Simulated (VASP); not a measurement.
Level of theory: PBE GGA, VASP's PBE PAW potentials (set 64) (plane waves; VASP 6.6.1).

The input files of a VASP run:

### KPOINTS
```
Automatic mesh
0
Gamma
6 6 6
0.5 0.5 0.5
```

**INCAR**
```
! general
SYSTEM  = CsPbI3
PREC    = Accurate
ENCUT   = 420
LREAL   = .FALSE.
LASPH   = .TRUE.

! electronic loop
EDIFF   = 1E-09
NELM    = 100
ALGO    = Normal
LMAXMIX = 4

! smearing
ISMEAR  = 0
SIGMA   = 0.02

! functional
GGA     = PE

! ions
IBRION  = 2
NSW     = 50
ISIF    = 3
EDIFFG  = -0.005

! output
LWAVE   = .FALSE.
LCHARG  = .FALSE.
```

File POSCAR:
```
CsPbI3
1
    6.3793070000     0.0000000000     0.0000000000
    0.0000000000     6.3793070000     0.0000000000
    0.0000000000     0.0000000000     6.3793070000
Cs Pb I
1 1 3
Direct
  0.5000000000   0.5000000000   0.5000000000
  0.0000000000   0.0000000000   0.0000000000
  0.0000000000   0.0000000000   0.5000000000
  0.5000000000   0.0000000000   0.0000000000
  0.0000000000   0.5000000000   0.0000000000
```

POTCAR, in this order: Cs_sv Pb_d I (PBE.64 set). Program: vasp_std.

Output of the run:

### OUTCAR
```
 ion  position               nearest neighbor table
   1  0.500  0.500  0.500-
   2  0.000  0.000  0.000-   3 3.19   4 3.19   5 3.19   3 3.19   5 3.19   4 3.19
   3  0.000  0.000  0.500-   2 3.19   2 3.19
   4  0.500  0.000  0.000-   2 3.19   2 3.19
   5  0.000  0.500  0.000-   2 3.19   2 3.19
  LATTYP: Found a simple cubic cell.
 ALAT       =     6.3793070000
 Subroutine PRICEL returns:
 Original cell was already a primitive cell.
 Subroutine GETGRP returns: Found 48 space group operations
The static configuration has the point symmetry O_h .
The dynamic configuration has the point symmetry O_h .
 Subroutine INISYM returns: Found 48 space group operations
 Subroutine IBZKPT returns following result:
 Found     10 irreducible k-points:

 Following reciprocal coordinates:
            Coordinates               Weight
  0.083333  0.083333  0.083333      8.000000
  0.250000  0.083333  0.083333     24.000000
  0.416667  0.083333  0.083333     24.000000
  0.250000  0.250000  0.083333     24.000000
  0.416667  0.250000  0.083333     48.000000
  0.416667  0.416667  0.083333     24.000000
  0.250000  0.250000  0.250000      8.000000
  0.416667  0.250000  0.250000     24.000000
  0.416667  0.416667  0.250000     24.000000
  0.416667  0.416667  0.416667      8.000000
   k-points           NKPTS =     10   k-points in BZ     NKDIM =     10   number of bands    NBANDS=     26
   number of dos      NEDOS =    301   number of ions     NIONS =      5
   total plane-waves  NPLWV = 110592
   dimension x,y,z NGX =    48 NGY =   48 NGZ =   48
   dimension x,y,z NGXF=    96 NGYF=   96 NGZF=   96
   ions per type =               1   1   3
   PREC   = accura    normal or accurate (medium, high low for compatibility)
   ISTART =      0    job   : 0-new  1-cont  2-samecut
   ICHARG =      2    charge: 1-file 2-atom 10-const
   ISPIN  =      1    spin polarized calculation?
   LNONCOLLINEAR =      F non collinear calculations
...
```

OSZICAR:
```
       N       E                     dE             d eps       ncg     rms          rms(c)
DAV:   1     0.339642976796E+03    0.33964E+03   -0.15579E+04   520   0.118E+03
DAV:   2     0.209640988842E+02   -0.31868E+03   -0.31507E+03   668   0.292E+02
DAV:   3    -0.129463215869E+02   -0.33910E+02   -0.33810E+02   584   0.107E+02
DAV:   4    -0.144232826637E+02   -0.14770E+01   -0.14742E+01   784   0.316E+01
DAV:   5    -0.144638591851E+02   -0.40577E-01   -0.40565E-01   640   0.336E+00    0.336E+00
DAV:   6    -0.141030569715E+02    0.36080E+00   -0.65068E-01   688   0.513E+00    0.225E+00
DAV:   7    -0.140608865381E+02    0.42170E-01   -0.41101E-01   674   0.303E+00    0.111E+00
DAV:   8    -0.140687604611E+02   -0.78739E-02   -0.58118E-02   578   0.201E+00    0.246E-01
DAV:   9    -0.140675679384E+02    0.11925E-02   -0.92888E-03   690   0.840E-01    0.104E-01
DAV:  10    -0.140677420150E+02   -0.17408E-03   -0.10790E-03   562   0.201E-01    0.413E-02
DAV:  11    -0.140677885211E+02   -0.46506E-04   -0.26827E-04   688   0.114E-01    0.275E-02
DAV:  12    -0.140677904064E+02   -0.18853E-05   -0.18590E-05   676   0.380E-02    0.206E-02
DAV:  13    -0.140677895285E+02    0.87786E-06   -0.37664E-06   590   0.134E-02    0.723E-03
DAV:  14    -0.140677895860E+02   -0.57456E-07   -0.12997E-06   716   0.785E-03    0.782E-04
DAV:  15    -0.140677896693E+02   -0.83380E-07   -0.17348E-07   594   0.315E-03    0.197E-03
DAV:  16    -0.140677896968E+02   -0.27440E-07   -0.27910E-08   684   0.169E-03    0.607E-04
DAV:  17    -0.140677897294E+02   -0.32668E-07   -0.89381E-09   632   0.412E-04    0.312E-04
DAV:  18    -0.140677897234E+02    0.60245E-08   -0.44962E-10   354   0.173E-04    0.131E-04
DAV:  19    -0.140677897227E+02    0.73487E-09   -0.16927E-10   324   0.860E-05
   1 F= -.14067790E+02 E0= -.14067790E+02  d E =-.140678E+02
       N       E                     dE             d eps       ncg     rms          rms(c)
DAV:   1    -0.140743760221E+02   -0.65863E-02   -0.16788E-01   648   0.405E+00    0.400E-01
DAV:   2    -0.140693638434E+02    0.50122E-02   -0.96284E-03   602   0.978E-01    0.157E-01
DAV:   3    -0.140682511111E+02    0.11127E-02   -0.43433E-03   652   0.574E-01    0.665E-02
DAV:   4    -0.140682408366E+02    0.10274E-04   -0.76264E-05   544   0.606E-02    0.510E-02
DAV:   5    -0.140682267140E+02    0.14123E-04   -0.48848E-05   686   0.520E-02    0.110E-02
DAV:   6    -0.140682252733E+02    0.14407E-05   -0.66384E-06   608   0.263E-02    0.215E-03
DAV:   7    -0.140682251960E+02    0.77248E-07   -0.62240E-07   624   0.568E-03    0.104E-03
DAV:   8    -0.140682253694E+02   -0.17336E-06   -0.40608E-08   728   0.112E-03    0.466E-04
DAV:   9    -0.140682254126E+02   -0.43179E-07   -0.14278E-08   592   0.702E-04    0.148E-04
DAV:  10    -0.140682254241E+02   -0.11508E-07   -0.25190E-09   484   0.266E-04    0.740E-05
DAV:  11    -0.140682254082E+02    0.15909E-07   -0.16612E-10   326   0.841E-05    0.263E-05
DAV:  12    -0.140682253987E+02    0.94165E-08   -0.87403E-11   290   0.644E-05    0.267E-05
DAV:  13    -0.140682254012E+02   -0.24561E-08   -0.24227E-11   286   0.417E-05    0.144E-05
DAV:  14    -0.140682254028E+02   -0.16075E-08   -0.27438E-11   282   0.241E-05    0.310E-06
DAV:  15    -0.140682254028E+02    0.54570E-11   -0.83622E-12   284   0.139E-05
   2 F= -.14068225E+02 E0= -.14068225E+02  d E =-.435680E-03
       N       E                     dE             d eps       ncg     rms          rms(c)
DAV:   1    -0.140693804011E+02   -0.11550E-02   -0.30320E-02   648   0.172E+00    0.170E-01
DAV:   2    -0.140684767645E+02    0.90364E-03   -0.17443E-03   602   0.416E-01    0.665E-02
DAV:   3    -0.140682747542E+02    0.20201E-03   -0.78454E-04   650   0.244E-01    0.283E-02
DAV:   4    -0.140682713744E+02    0.33798E-05   -0.13800E-05   552   0.257E-02    0.217E-02
DAV:   5    -0.140682669930E+02    0.43814E-05   -0.88551E-06   694   0.222E-02    0.464E-03
DAV:   6    -0.140682664750E+02    0.51803E-06   -0.11839E-06   616   0.111E-02    0.894E-04
DAV:   7    -0.140682664323E+02    0.42728E-07   -0.11265E-07   622   0.241E-03    0.441E-04
DAV:   8    -0.140682665012E+02   -0.68948E-07   -0.72699E-09   696   0.471E-04    0.197E-04
DAV:   9    -0.140682665191E+02   -0.17849E-07   -0.26094E-09   478   0.299E-04    0.549E-05
DAV:  10    -0.140682665241E+02   -0.50004E-08   -0.45726E-10   328   0.124E-04    0.276E-05
DAV:  11    -0.140682665184E+02    0.56293E-08   -0.74261E-11   286   0.679E-05    0.126E-05
DAV:  12    -0.140682665136E+02    0.48244E-08   -0.28587E-12   282   0.376E-05    0.516E-06
DAV:  13    -0.140682665143E+02   -0.70258E-09   -0.68720E-12   280   0.338E-05
   3 F= -.14068267E+02 E0= -.14068267E+02  d E =-.476792E-03
```

**OUTCAR**
```
------------------------ aborting loop because EDIFF is reached ----------------------------------------
  FORCE on cell =-STRESS in cart. coord.  units (eV):
  Direction    XX          YY          ZZ          XY          YZ          ZX
  --------------------------------------------------------------------------------------
  Total       -0.0007114     -0.0007114     -0.0007114      0.0000000     -0.0000000      0.0000000
  in kB       -0.0043631     -0.0043631     -0.0043631      0.0000000     -0.0000000      0.0000000
  external PRESSURE =      -0.0043631 kB  Pullay stress =       0.0000000 kB
  volume of cell :      261.25
      direct lattice vectors                 reciprocal lattice vectors
     6.392709659  0.000000000  0.000000000     0.156428190  0.000000000  0.000000000
    -0.000000000  6.392709659  0.000000000    -0.000000000  0.156428190  0.000000000
    -0.000000000 -0.000000000  6.392709659    -0.000000000 -0.000000000  0.156428190
 POSITION                                       TOTAL-FORCE (eV/Angst)
 -----------------------------------------------------------------------------------
      3.19635      3.19635      3.19635        -0.000000      0.000000      0.000000
      0.00000      0.00000      0.00000        -0.000000     -0.000000     -0.000000
     -0.00000     -0.00000      3.19635        -0.000000      0.000000     -0.000000
      3.19635      0.00000      0.00000        -0.000000     -0.000000     -0.000000
     -0.00000      3.19635      0.00000         0.000000     -0.000000     -0.000000
 -----------------------------------------------------------------------------------
    total drift:                                0.000000     -0.000000      0.000000
  FREE ENERGIE OF THE ION-ELECTRON SYSTEM (eV)
  ---------------------------------------------------
  free  energy   TOTEN  =       -14.0682665143 eV

  energy  without entropy=      -14.0682665143  energy(sigma->0) =      -14.06826651

 reached required accuracy - stopping structural energy minimisation
```
(Selected blocks of OUTCAR.)

### CONTCAR
```
CsPbI3
   1.00000000000000
     6.3927096586334997    0.0000000000000000    0.0000000000000000
    -0.0000000000000000    6.3927096586334997    0.0000000000000000
    -0.0000000000000000   -0.0000000000000000    6.3927096586334997
  Cs              Pb              I
     1     1     3
Direct
     0.5000000000000000    0.5000000000000000    0.5000000000000000
     0.0000000000000000    0.0000000000000000    0.0000000000000000
     0.0000000000000000    0.0000000000000000    0.5000000000000000
     0.5000000000000000    0.0000000000000000    0.0000000000000000
     0.0000000000000000    0.5000000000000000    0.0000000000000000
```

The structure comes from a computed database's CsPbI3 entry; how it stands against other phases isn't given here. This run relaxes it. Symmetry was kept, so distortions that lower it aren't found. The run is one of a series of settings (EDIFF = 1E-09, EDIFFG = -0.005, ENCUT = 420, IBRION = 2, ISIF = 3, NSW = 50, KPOINTS 6×6×6 Γ-centred mesh shifted by (0.5, 0.5, 0.5) against the base run), some of them coarse on purpose.
